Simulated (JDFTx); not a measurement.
# TaN (Fm-3m) in JDFTx: reference runs

Aim: a first look at TaN with PBEsol, on the cell as given and on a disturbed one.

Program: JDFTx 1.7.0 (patched build). These are calculated values, not measurements. Logs are shortened: lines on timing, memory, paths and dates and some standing lists are left out, and cuts for length are marked. The log counts tension as positive stress, the text compression.

## 1. The structure

The structure is cubic, space group Fm-3m (No. 225). The conventional cell has a = 4.423 Å, b = 4.423 Å, c = 4.423 Å, α = 90.00°, β = 90.00°, γ = 90.00°. Ta (site symmetry m-3m) has 6 N at 2.21 Å as nearest neighbours. Around N (site symmetry m-3m) lie 6 Ta at 2.21 Å.

The cell comes from a database or a generator and needn't be the stable form of this composition.

## 2. Single point, PBEsol

Input file TaN.in:

```
lattice \
    0.0000000000     4.1787948431     4.1787948431 \
    4.1787948431     0.0000000000     4.1787948431 \
    4.1787948431     4.1787948431     0.0000000000
coords-type Lattice
ion Ta     0.5000000000     0.5000000000     0.5000000000 1
ion N      0.0000000000     0.0000000000     0.0000000000 1

ion-species pseudo/Ta.upf
ion-species pseudo/N.upf
elec-cutoff 42 336
elec-ex-corr gga-PBEsol
kpoint-folding 10 10 10
elec-smearing Fermi 0.0018374661
elec-n-bands 15
electronic-SCF nIterations 100 energyDiffThreshold 1e-09
electronic-minimize nIterations 30 energyDiffThreshold 1e-7
converge-empty-states yes
forces-output-coords Cartesian

dump-name run.$VAR
dump End Ecomponents EigStats BandEigs Kpoints Forces Stress ElecDensity Dtot KEdensity
```

Potentials or basis: PseudoDojo-SR-PBEsol-0.4.1-standard with smoothed tails.

Run with:

```sh
jdftx -c 1 -i TaN.in -o TaN.out
```

The log of the run:

```text
*************** JDFTx 1.7.0 (patched build) ***************

Input parsed successfully to the following command list (including defaults):
[... the input with its defaults ...]

---------- Setting up symmetries ----------

Found 48 point-group symmetries of the bravais lattice
Found 48 space-group symmetries with basis
Applied RMS atom displacement 0 bohrs to make symmetries exact.

---------- Initializing the Grid ----------
R =
[            0      4.17879      4.17879  ]
[      4.17879            0      4.17879  ]
[      4.17879      4.17879            0  ]
unit cell volume = 145.943
G =
[  -0.751794   0.751794   0.751794  ]
[   0.751794  -0.751794   0.751794  ]
[   0.751794   0.751794  -0.751794  ]
Minimum fftbox size, Smin = [  52  52  52  ]
Chosen fftbox size, S = [  54  54  54  ]

---------- Initializing tighter grid for wavefunction operations ----------
R =
[            0      4.17879      4.17879  ]
[      4.17879            0      4.17879  ]
[      4.17879      4.17879            0  ]
unit cell volume = 145.943
G =
[  -0.751794   0.751794   0.751794  ]
[   0.751794  -0.751794   0.751794  ]
[   0.751794   0.751794  -0.751794  ]
Minimum fftbox size, Smin = [  36  36  36  ]
Chosen fftbox size, S = [  36  36  36  ]

---------- Exchange Correlation functional ----------
Initalized PBEsol GGA exchange.
Initalized PBEsol GGA correlation.

---------- Setting up pseudopotentials ----------
Width of ionic core gaussian charges (only for fluid interactions / plotting) set to 0

Reading pseudopotential file 'pseudo/Ta.upf':
  'Ta' pseudopotential, 'PBESOL' functional
  Generated using ONCVPSP code by D. R. Hamann
  13 valence electrons, 4 orbitals, 8 projectors, 1001 radial grid points, with lMax = 3
    5S    l: 0   occupation:  2.0   eigenvalue: -2.683866
    5P    l: 1   occupation:  6.0   eigenvalue: -1.448529
    5D    l: 2   occupation:  3.0   eigenvalue: -0.133056
    6S    l: 0   occupation:  2.0   eigenvalue: -0.201047
  Core radius for overlap checks: 2.22 bohrs.

Reading pseudopotential file 'pseudo/N.upf':
  'N' pseudopotential, 'PBESOL' functional
  Generated using ONCVPSP code by D. R. Hamann
  5 valence electrons, 2 orbitals, 4 projectors, 1001 radial grid points, with lMax = 1
    2S    l: 0   occupation:  2.0   eigenvalue: -0.678237
    2P    l: 1   occupation:  3.0   eigenvalue: -0.258576
  Core radius for overlap checks: 1.31 bohrs.

Initialized 2 species with 2 total atoms.

Folded 1 k-points by 10x10x10 to 1000 k-points.

---------- Setting up k-points, bands, fillings ----------
Reduced to 47 k-points under symmetry.
Computing the number of bands and number of electrons
Calculating initial fillings.
nElectrons:  18.000000   nBands: 15   nStates: 47

----- Setting up reduced wavefunction bases (one per k-point) -----
average nbasis = 1897.293 , ideal nbasis = 1897.366

---------- Setting up ewald sum ----------
Optimum gaussian width for ewald sums = 1.897936 bohr.
Real space sum over 1331 unit cells with max indices [  5  5  5  ]
Reciprocal space sum over 2197 terms with max indices [  6  6  6  ]

---------- Allocating electronic variables ----------
Initializing wave functions:  linear combination of atomic orbitals
Note: number of bands (15) exceeds available atomic orbitals (14)
Ta pseudo-atom occupations:   s ( 2 2 )  p ( 6 )  d ( 3 )
N pseudo-atom occupations:   s ( 2 )  p ( 3 )
	FillingsUpdate:  mu: +0.787920266  nElectrons: 18.000000
LCAOMinimize: Iter:   0  F: -68.9457478290569412  |grad|_K:  8.622e-03  alpha:  1.000e+00
	FillingsUpdate:  mu: +0.799414938  nElectrons: 18.000000
LCAOMinimize: Iter:   1  F: -69.0704640203044846  |grad|_K:  3.354e-03  alpha:  2.168e-01  linmin: -4.451e-01  cgtest:  9.122e-01
LCAOMinimize: Encountered beta<0, resetting CG.
[... 13 lines of inner loops ...]
LCAOMinimize: Iter:   6  F: -69.0894856364600116  |grad|_K:  3.530e-07  alpha:  3.603e-01  linmin:  1.772e-04  cgtest: -4.268e-03
	FillingsUpdate:  mu: +0.799564554  nElectrons: 18.000000
LCAOMinimize: Iter:   7  F: -69.0894856369762067  |grad|_K:  1.447e-08  alpha:  7.972e-01  linmin:  7.888e-02  cgtest: -4.083e-01
LCAOMinimize: Converged (|Delta F|<1.000000e-06 for 2 iters).

-------- Electronic minimization -----------
Will mix electronic density at each iteration.
	FillingsUpdate:  mu: +0.799564554  nElectrons: 18.000000
	FillingsUpdate:  mu: +0.783757801  nElectrons: 18.000000
SCF: Cycle:  0   F: -69.149595481192222   dF: -6.011e-02   |Residual|: 9.510e-02   |deigs|: 6.869e-02
	FillingsUpdate:  mu: +0.776822694  nElectrons: 18.000000
SCF: Cycle:  1   F: -69.153358908850592   dF: -3.763e-03   |Residual|: 3.254e-02   |deigs|: 1.210e-02
	FillingsUpdate:  mu: +0.773641326  nElectrons: 18.000000
SCF: Cycle:  2   F: -69.154051431983589   dF: -6.925e-04   |Residual|: 1.463e-02   |deigs|: 7.160e-03
	FillingsUpdate:  mu: +0.772050366  nElectrons: 18.000000
SCF: Cycle:  3   F: -69.154125580718585   dF: -7.415e-05   |Residual|: 3.115e-03   |deigs|: 2.886e-03
	FillingsUpdate:  mu: +0.772340776  nElectrons: 18.000000
SCF: Cycle:  4   F: -69.154126963190265   dF: -1.382e-06   |Residual|: 9.945e-04   |deigs|: 5.937e-04
	FillingsUpdate:  mu: +0.772196536  nElectrons: 18.000000
SCF: Cycle:  5   F: -69.154127457800470   dF: -4.946e-07   |Residual|: 2.478e-04   |deigs|: 2.289e-04
	FillingsUpdate:  mu: +0.772210791  nElectrons: 18.000000
SCF: Cycle:  6   F: -69.154127489339885   dF: -3.154e-08   |Residual|: 8.829e-05   |deigs|: 3.323e-05
	FillingsUpdate:  mu: +0.772219946  nElectrons: 18.000000
SCF: Cycle:  7   F: -69.154127492630252   dF: -3.290e-09   |Residual|: 1.520e-05   |deigs|: 2.146e-05
	FillingsUpdate:  mu: +0.772222345  nElectrons: 18.000000
SCF: Cycle:  8   F: -69.154127493055569   dF: -4.253e-10   |Residual|: 8.385e-06   |deigs|: 1.396e-05
	FillingsUpdate:  mu: +0.772221684  nElectrons: 18.000000
SCF: Cycle:  9   F: -69.154127493204982   dF: -1.494e-10   |Residual|: 2.315e-06   |deigs|: 3.103e-05
SCF: Converged (|Delta E|<1.000000e-09 for 2 iters).

Setting wave functions to eigenvectors of Hamiltonian
Converging empty states (this may take a while): |deigs|: 1.961e-05

# Stress tensor in Cartesian coordinates [Eh/a0^3]:
[  0.000378023            0            0  ]
[            0  0.000378023            0  ]
[            0            0  0.000378023  ]

# Ionic positions in lattice coordinates:
ion Ta   0.500000000000000   0.500000000000000   0.500000000000000 1
ion N   0.000000000000000   0.000000000000000   0.000000000000000 1

# Forces in Cartesian coordinates:
force Ta   0.000000000000000   0.000000000000000  -0.000000000000000 1
force N  -0.000000000000000   0.000000000000000  -0.000000000000000 1

# Energy components:
   Eewald =      -61.6881514960489810
       EH =        7.6030672134889423
     Eloc =      -31.4168161254550142
      Enl =        3.5321906019927969
      Exc =      -17.7781571720570923
 Exc_core =        6.3406384075728912
       KE =       24.2533167480883343
-------------------------------------
     Etot =      -69.1539118224181095
       TS =        0.0002156707868754
-------------------------------------
        F =      -69.1541274932049816

IonicMinimize: Iter:   0  F: -69.154127493204982  |grad|_K:  5.210e-42
IonicMinimize: Converged (|grad|_K<1.000000e-04).

#--- Lowdin population analysis ---
# oxidation-state Ta +0.765
# oxidation-state N -0.693

Dumping 'run.eigStats' ...
	eMin: -1.783651 at state 0 ( [ +0.000000 +0.000000 +0.000000 ] spin 0 )
	HOMO: +0.768788 at state 21 ( [ +0.000000 +0.200000 -0.200000 ] spin 0 )
	mu  : +0.772222
	LUMO: +0.772970 at state 0 ( [ +0.000000 +0.000000 +0.000000 ] spin 0 )
	eMax: +1.260965 at state 16 ( [ +0.000000 +0.200000 +0.300000 ] spin 0 )
	HOMO-LUMO gap: +0.004182
	Optical gap  : +0.012199 at state 12 ( [ +0.000000 +0.100000 -0.300000 ] spin 0 )
Done!
[note: the HOMO, LUMO and gaps printed at the end count levels as full or empty at half filling, so they show a gap where a level is partly filled]
```

Run time: 67 s. Hardware: 1 thread of Intel Xeon Platinum 8375C at 2.90GHz (Ice Lake), shared host; peak memory 0.12 GiB.

Results:

```
Free energy            : -1881.7797 eV
Pressure               : -11.1 GPa
Band gap on the k mesh : none (metal or under the smearing width)
Loewdin charges        : Ta +0.77; N -0.69 e
```

The run has no spin-orbit coupling, so splittings on Ta are missing.

## 3. Single point, PBEsol (atoms moved at random, drawn with an rms of 0.05 Å)

Edit TaN.in of step 2 so:

```diff
@@ -5,4 +5,4 @@
 coords-type Lattice
-ion Ta     0.5000000000     0.5000000000     0.5000000000 1
-ion N      0.0000000000     0.0000000000     0.0000000000 1
+ion Ta     0.5135260000     0.4842130000     0.5289790000 1
+ion N     -0.0129020000    -0.0147020000     0.0156950000 1
 
@@ -21,2 +21,2 @@
 dump-name run.$VAR
-dump End Ecomponents EigStats BandEigs Kpoints Forces Stress ElecDensity Dtot KEdensity
+dump End Ecomponents EigStats BandEigs Kpoints Forces Stress
```

Potentials or basis: PseudoDojo-SR-PBEsol-0.4.1-standard with smoothed tails.

Run with:

```sh
jdftx -c 1 -i TaN.in -o TaN.out
```

The log of the run:

```text
*************** JDFTx 1.7.0 (patched build) ***************

Input parsed successfully to the following command list (including defaults):
[... the input with its defaults ...]

---------- Setting up symmetries ----------

Found 48 point-group symmetries of the bravais lattice
Found 1 space-group symmetries with basis
Applied RMS atom displacement 0 bohrs to make symmetries exact.

---------- Initializing the Grid ----------
R =
[            0      4.17879      4.17879  ]
[      4.17879            0      4.17879  ]
[      4.17879      4.17879            0  ]
unit cell volume = 145.943
G =
[  -0.751794   0.751794   0.751794  ]
[   0.751794  -0.751794   0.751794  ]
[   0.751794   0.751794  -0.751794  ]
Minimum fftbox size, Smin = [  52  52  52  ]
Chosen fftbox size, S = [  54  54  54  ]

---------- Initializing tighter grid for wavefunction operations ----------
R =
[            0      4.17879      4.17879  ]
[      4.17879            0      4.17879  ]
[      4.17879      4.17879            0  ]
unit cell volume = 145.943
G =
[  -0.751794   0.751794   0.751794  ]
[   0.751794  -0.751794   0.751794  ]
[   0.751794   0.751794  -0.751794  ]
Minimum fftbox size, Smin = [  36  36  36  ]
Chosen fftbox size, S = [  36  36  36  ]

---------- Exchange Correlation functional ----------
Initalized PBEsol GGA exchange.
Initalized PBEsol GGA correlation.

---------- Setting up pseudopotentials ----------
Width of ionic core gaussian charges (only for fluid interactions / plotting) set to 0

Reading pseudopotential file 'pseudo/Ta.upf':
  'Ta' pseudopotential, 'PBESOL' functional
  Generated using ONCVPSP code by D. R. Hamann
  13 valence electrons, 4 orbitals, 8 projectors, 1001 radial grid points, with lMax = 3
    5S    l: 0   occupation:  2.0   eigenvalue: -2.683866
    5P    l: 1   occupation:  6.0   eigenvalue: -1.448529
    5D    l: 2   occupation:  3.0   eigenvalue: -0.133056
    6S    l: 0   occupation:  2.0   eigenvalue: -0.201047
  Core radius for overlap checks: 2.22 bohrs.

Reading pseudopotential file 'pseudo/N.upf':
  'N' pseudopotential, 'PBESOL' functional
  Generated using ONCVPSP code by D. R. Hamann
  5 valence electrons, 2 orbitals, 4 projectors, 1001 radial grid points, with lMax = 1
    2S    l: 0   occupation:  2.0   eigenvalue: -0.678237
    2P    l: 1   occupation:  3.0   eigenvalue: -0.258576
  Core radius for overlap checks: 1.31 bohrs.

Initialized 2 species with 2 total atoms.

Folded 1 k-points by 10x10x10 to 1000 k-points.

---------- Setting up k-points, bands, fillings ----------
Adding inversion symmetry to k-mesh for non-inversion-symmetric unit cell.
Reduced to 504 k-points under symmetry.
Computing the number of bands and number of electrons
Calculating initial fillings.
nElectrons:  18.000000   nBands: 15   nStates: 504

----- Setting up reduced wavefunction bases (one per k-point) -----
average nbasis = 1897.293 , ideal nbasis = 1897.366

---------- Setting up ewald sum ----------
Optimum gaussian width for ewald sums = 1.897936 bohr.
Real space sum over 1331 unit cells with max indices [  5  5  5  ]
Reciprocal space sum over 2197 terms with max indices [  6  6  6  ]

---------- Allocating electronic variables ----------
Initializing wave functions:  linear combination of atomic orbitals
Note: number of bands (15) exceeds available atomic orbitals (14)
Ta pseudo-atom occupations:   s ( 2 2 )  p ( 6 )  d ( 3 )
N pseudo-atom occupations:   s ( 2 )  p ( 3 )
	FillingsUpdate:  mu: +0.789115253  nElectrons: 18.000000
LCAOMinimize: Iter:   0  F: -68.9439221304551779  |grad|_K:  2.629e-03  alpha:  1.000e+00
	FillingsUpdate:  mu: +0.798220589  nElectrons: 18.000000
LCAOMinimize: Iter:   1  F: -69.0686863427519029  |grad|_K:  1.028e-03  alpha:  2.157e-01  linmin: -4.615e-01  cgtest:  9.133e-01
LCAOMinimize: Encountered beta<0, resetting CG.
[... 12 lines of inner loops ...]
LCAOMinimize: Iter:   6  F: -69.0878128197175556  |grad|_K:  5.994e-07  alpha:  4.073e-01  linmin:  6.623e-05  cgtest: -3.308e-03
	FillingsUpdate:  mu: +0.799282271  nElectrons: 18.000000
LCAOMinimize: Iter:   7  F: -69.0878128308378621  |grad|_K:  4.234e-08  alpha:  5.459e-01  linmin: -6.716e-04  cgtest:  7.222e-03
LCAOMinimize: Converged (|Delta F|<1.000000e-06 for 2 iters).

-------- Electronic minimization -----------
Will mix electronic density at each iteration.
	FillingsUpdate:  mu: +0.799282271  nElectrons: 18.000000
	FillingsUpdate:  mu: +0.783104521  nElectrons: 18.000000
SCF: Cycle:  0   F: -69.148002670395869   dF: -6.019e-02   |Residual|: 9.642e-02   |deigs|: 7.234e-02
	FillingsUpdate:  mu: +0.776067674  nElectrons: 18.000000
SCF: Cycle:  1   F: -69.151938766839180   dF: -3.936e-03   |Residual|: 3.255e-02   |deigs|: 1.306e-02
	FillingsUpdate:  mu: +0.773084404  nElectrons: 18.000000
SCF: Cycle:  2   F: -69.152629786652767   dF: -6.910e-04   |Residual|: 1.470e-02   |deigs|: 6.716e-03
	FillingsUpdate:  mu: +0.771496033  nElectrons: 18.000000
SCF: Cycle:  3   F: -69.152700099839350   dF: -7.031e-05   |Residual|: 2.965e-03   |deigs|: 2.391e-03
	FillingsUpdate:  mu: +0.771751192  nElectrons: 18.000000
SCF: Cycle:  4   F: -69.152703282141943   dF: -3.182e-06   |Residual|: 9.045e-04   |deigs|: 5.219e-04
	FillingsUpdate:  mu: +0.771675410  nElectrons: 18.000000
SCF: Cycle:  5   F: -69.152703908873960   dF: -6.267e-07   |Residual|: 2.382e-04   |deigs|: 1.280e-04
	FillingsUpdate:  mu: +0.771637271  nElectrons: 18.000000
SCF: Cycle:  6   F: -69.152703938033923   dF: -2.916e-08   |Residual|: 2.151e-04   |deigs|: 7.751e-05
	FillingsUpdate:  mu: +0.771663065  nElectrons: 18.000000
SCF: Cycle:  7   F: -69.152703961218677   dF: -2.318e-08   |Residual|: 2.816e-05   |deigs|: 4.972e-05
	FillingsUpdate:  mu: +0.771667229  nElectrons: 18.000000
SCF: Cycle:  8   F: -69.152703961940162   dF: -7.215e-10   |Residual|: 2.286e-05   |deigs|: 1.829e-05
	FillingsUpdate:  mu: +0.771663770  nElectrons: 18.000000
SCF: Cycle:  9   F: -69.152703962341945   dF: -4.018e-10   |Residual|: 6.522e-06   |deigs|: 1.284e-05
SCF: Converged (|Delta E|<1.000000e-09 for 2 iters).

Setting wave functions to eigenvectors of Hamiltonian
Converging empty states (this may take a while): |deigs|: 3.271e-05

# Stress tensor in Cartesian coordinates [Eh/a0^3]:
[  0.000355126  5.31678e-06  2.06731e-06  ]
[  5.31678e-06  0.000271146  8.99438e-06  ]
[  2.06731e-06  8.99438e-06  0.000325255  ]

# Ionic positions in lattice coordinates:
ion Ta   0.513526000000000   0.484213000000000   0.528979000000000 1
ion N  -0.012902000000000  -0.014702000000000   0.015695000000000 1

# Forces in Cartesian coordinates:
force Ta  -0.003721551889180  -0.012147435725136  -0.007921841247700 1
force N   0.003721423653621   0.012149462062119   0.007923694753361 1

# Energy components:
   Eewald =      -61.6496350410793141
       EH =        7.6428789517987230
     Eloc =      -31.5068709042403867
      Enl =        3.5324605862458940
      Exc =      -17.7822895244064654
 Exc_core =        6.3406384267967288
       KE =       24.2703171851424386
-------------------------------------
     Etot =      -69.1525003197423871
       TS =        0.0002036425995639
-------------------------------------
        F =      -69.1527039623419455

IonicMinimize: Iter:   0  F: -69.152703962341945  |grad|_K:  8.645e-03
IonicMinimize: None of the convergence criteria satisfied after 0 iterations.

#--- Lowdin population analysis ---
# oxidation-state Ta +0.759
# oxidation-state N -0.686

Dumping 'run.eigStats' ...
	eMin: -1.782725 at state 0 ( [ +0.000000 +0.000000 +0.000000 ] spin 0 )
	HOMO: +0.771490 at state 309 ( [ +0.300000 +0.500000 -0.300000 ] spin 0 )
	mu  : +0.771665
	LUMO: +0.771767 at state 349 ( [ +0.300000 -0.100000 -0.300000 ] spin 0 )
	eMax: +1.263681 at state 244 ( [ +0.200000 -0.100000 +0.200000 ] spin 0 )
	HOMO-LUMO gap: +0.000277
	Optical gap  : +0.011670 at state 385 ( [ +0.400000 +0.300000 +0.300000 ] spin 0 )
Done!
```

Wall time 14 min (1 thread of Intel Xeon Platinum 8375C at 2.90GHz (Ice Lake), shared host); peak memory 0.84 GiB.

What came out:

```
Free energy            : -1881.7409 eV
Pressure               : -9.3 GPa
Largest force          : 0.770 eV/Å
Band gap on the k mesh : none (metal or under the smearing width)
Loewdin charges        : Ta +0.76; N -0.69 e
```

Forces in eV/Å, atoms in the order of the input:
```
Ta  -0.191 -0.625 -0.407
N    0.191  0.625  0.407
```

Stress tensor (GPa, compression positive):
```
-10.45  -0.16  -0.06
 -0.16  -7.98  -0.26
 -0.06  -0.26  -9.57
```

Levels at points of the mesh, in eV from the Fermi level:
```tsv
k point	band 5	band 6	band 7	band 8	band 9	band 10	band 11	band 12	band 13
(0.00, 0.00, 0.00)	-18.65	-4.11	-4.05	-3.99	-2.06	-1.84	-1.69	0.14	0.31
(0.00, 0.00, 0.50)	-15.71	-10.25	-7.46	-7.41	1.78	1.80	1.96	3.58	7.19
(0.00, 0.50, 0.00)	-15.71	-10.26	-7.45	-7.40	1.77	1.83	1.94	3.56	7.17
(0.00, 0.50, 0.50)	-17.38	-6.62	-5.86	-4.66	-4.06	2.14	3.47	3.48	4.30
(0.50, 0.00, 0.00)	-15.72	-10.25	-7.48	-7.44	1.79	1.82	1.98	3.65	7.27
(0.50, 0.00, 0.50)	-17.38	-6.59	-5.59	-4.62	-4.36	2.10	3.47	3.47	4.26
(0.50, 0.50, 0.00)	-17.38	-6.61	-5.78	-4.64	-4.15	2.13	3.47	3.47	4.29
(0.50, 0.50, 0.50)	-15.73	-10.23	-7.50	-7.49	1.83	1.87	1.94	3.77	7.30
```

The run has no spin-orbit coupling, so splittings on Ta are missing.
